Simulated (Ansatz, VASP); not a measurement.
# Ag2IBr in two plane-wave programs, part 2 of 2

Aim: how closely do two programs agree when they are given the same cell, functional and k mesh? The two relaxations start from unlike cells of this crystal (the structure described is Ansatz's start), so only their ends are compared.

VASP 6.6.1 and Ansatz 0.2.0.

So far: Starting point; Ansatz: relaxation of cell and atoms, revPBE; VASP: relaxation of cell and atoms, revPBE.

The structure was built from a prototype and need not be the compound's stable phase.

## (3) VASP: relaxation of cell and atoms, revPBE (continued)

Level of this step: revPBE; plane waves and PAW (I, Ag, Br) (VASP).

Numbers of over 12 decimals in the logs are rounded to 6 here.

OUTCAR, selected parts (step 3):

```text
ion  position               nearest neighbor table
   1  0.500  0.000  0.238-   2 2.91   3 2.91   2 2.91   3 2.91
   2  0.500  0.500  0.996-   4 2.85   4 2.85   1 2.91   1 2.91   3 3.32   3 3.32   3 3.32   3 3.32

  LATTYP: Found a simple tetragonal cell.
 ALAT       =     4.6889927033
 C/A-ratio  =     1.5259185426

 Subroutine GETGRP returns: Found  8 space group operations
 (whereof  4 operations were pure point group operations)

The static configuration has the point symmetry C_2v.
 The point group associated with its full space group is C_4v.

 Found     18 irreducible k-points:

   k-points           NKPTS =     18   k-points in BZ     NKDIM =     18   number of bands    NBANDS=     24

   dimension x,y,z NGX =    36 NGY =   36 NGZ =   54
   dimension x,y,z NGXF=    72 NGYF=   72 NGZF=  108

   ENCUT  =  500.0 eV  36.75 Ry    6.06 a.u.   8.55  8.55 13.05*2*pi/ulx,y,z

   NELECT =      36.0000    total number of electrons

 k-points in reciprocal lattice and weights: Automatic mesh
   0.00000000  0.00000000  0.00000000       0.010
   0.20000000  0.00000000  0.00000000       0.040
   0.40000000  0.00000000  0.00000000       0.040
   0.20000000  0.20000000  0.00000000       0.040
   0.40000000  0.20000000  0.00000000       0.080
   0.40000000  0.40000000  0.00000000       0.040
   0.00000000  0.00000000  0.25000000       0.020
   0.20000000  0.00000000  0.25000000       0.080
   0.40000000  0.00000000  0.25000000       0.080
[...]
0.40000000  0.20000000  0.50000000       0.080
   0.40000000  0.40000000  0.50000000       0.040

 average (electrostatic) potential at core
       1 -95.3278       2 -77.2462       3 -77.2462       4 -64.9076

 E-fermi :   1.0062

 k-point     1 :       0.0000    0.0000    0.0000
  band No.  band energies     occupation
    ...
     14      -1.2344      2.00000
     15      -1.2344      2.00000
     16      -0.3310      2.00000
     17      -0.0640      2.00000
     18      -0.0640      2.00000
     19       1.9681      0.00000
     20       4.2044      0.00000
     21       4.4699      0.00000
     22       6.3097      0.00000
     23       6.3097      0.00000
    ...

 k-point     2 :       0.2000    0.0000    0.0000
  band No.  band energies     occupation
    ...
     14      -1.7291      2.00000
     15      -0.9831      2.00000
     16      -0.4272      2.00000
     17      -0.3511      2.00000
     18      -0.0983      2.00000
     19       2.4514      0.00000
     20       4.0844      0.00000
     21       5.1500      0.00000
     22       6.4386      0.00000
     23       6.5229      0.00000
    ...

 k-point     3 :       0.4000    0.0000    0.0000
  band No.  band energies     occupation
    ...
     14      -2.2893      2.00000
     15      -0.6802      2.00000
     16      -0.6507      2.00000
     17      -0.5431      2.00000
     18      -0.1890      2.00000
     19       3.1766      0.00000
     20       3.7228      0.00000
     21       5.8081      0.00000
     22       6.6913      0.00000
     23       6.7756      0.00000
    ...

  Total       -0.0028421     -0.0028421      0.0008358      0.0000000      0.0000000      0.0000000
  in kB       -0.0264062     -0.0264062      0.0077651      0.0000000      0.0000000      0.0000000
  external PRESSURE =      -0.0150158 kB  Pullay stress =       0.0000000 kB

  energy-cutoff  :      500.00
  volume of cell :      172.44
      direct lattice vectors                 reciprocal lattice vectors
     4.669189471  0.000000000  0.000000000     0.214169934  0.000000000  0.000000000
     0.000000000  4.669189471  0.000000000     0.000000000  0.214169934  0.000000000
     0.000000000  0.000000000  7.909788238     0.000000000  0.000000000  0.126425635

 POSITION                                       TOTAL-FORCE (eV/Angst)
 -----------------------------------------------------------------------------------
      2.33459      0.00000      1.72213         0.000000      0.000000     -0.003516
      2.33459      2.33459      7.87864         0.000000      0.000000      0.000247
      0.00000      0.00000      7.87864         0.000000      0.000000      0.000247
      0.00000      2.33459      6.24995         0.000000      0.000000      0.003022
 -----------------------------------------------------------------------------------
    total drift:                                0.000000      0.000000      0.000164

  FREE ENERGIE OF THE ION-ELECTRON SYSTEM (eV)
  ---------------------------------------------------
  free  energy   TOTEN  =        -8.6805554009 eV

  energy  without entropy=       -8.6805554006  energy(sigma->0) =       -8.68055540

 reached required accuracy - stopping structural energy minimisation

 total charge
# of ion       s       p       d       tot
------------------------------------------
    1        1.507   2.739   0.025   4.271
    2        0.249   0.173   9.323   9.744
    3        0.249   0.173   9.323   9.744
    4        1.613   3.196   0.018   4.826
--------------------------------------------------
tot          3.618   6.280  18.688  28.585

[... 3 further parts left out ...]
```

After so large a change of volume the plane waves of the start cell no longer fit, so the final stress carries a basis-set error.

## (4) Side by side

Known differences besides the potentials themselves: the data sets hold 62 valence electrons in Ansatz (on its default PAW (the set named soft_2) files) and 36 in VASP; the cutoff is 420 eV in Ansatz and 500 eV in VASP; Ansatz makes its cores anew for this functional, VASP keeps those of its PBE data sets; Ansatz adds a Pulay correction to the stress that steers its cell, VASP none. Total energies have different zeros and are not compared.

Compared:

```
                                         quantity  Ansatz    VASP  difference
                                      volume (Å³)  176.01  172.44     +2.07 %
edge a after relaxation, in the typed setting (Å)   4.667   4.669     -0.04 %
edge c after relaxation, in the typed setting (Å)   8.080   7.910     +2.16 %
```

## (5) Summary of results

| Quantity | Value |
| --- | --- |
| difference in edge c after relaxation, in the typed setting (relaxation of cell and atoms, revPBE) | 2.2 % |

What this shows: The difference in edge c after relaxation, in the typed setting is 2.2 % (relaxation of cell and atoms, revPBE), beyond the 1.2 % picked in this series as the mark of a large difference, as far as the stopping tolerances let one tell. The data sets hold unlike numbers of valence electrons (62 in Ansatz and 36 in VASP), so part of the differences comes from the potentials. What causes the difference of the relaxation of cell and atoms, revPBE pair stays open here. Such differences can come from data sets, numerical settings and the points named under the comparisons, not from the functional's error against experiment.

[Lines on the potential files, build, host, timing and source positions are cut from VASP's logs without a mark.]

[Logs are printed without paths, hosts, clocks, repeated set-up lines and the standing remarks that a program may print on its own settings, such as how far it seeks lower states.]

[Hosts, paths, dates, database ids (printed as entryN), source tags and the programs' standing remarks are cut or masked in the printed files.]
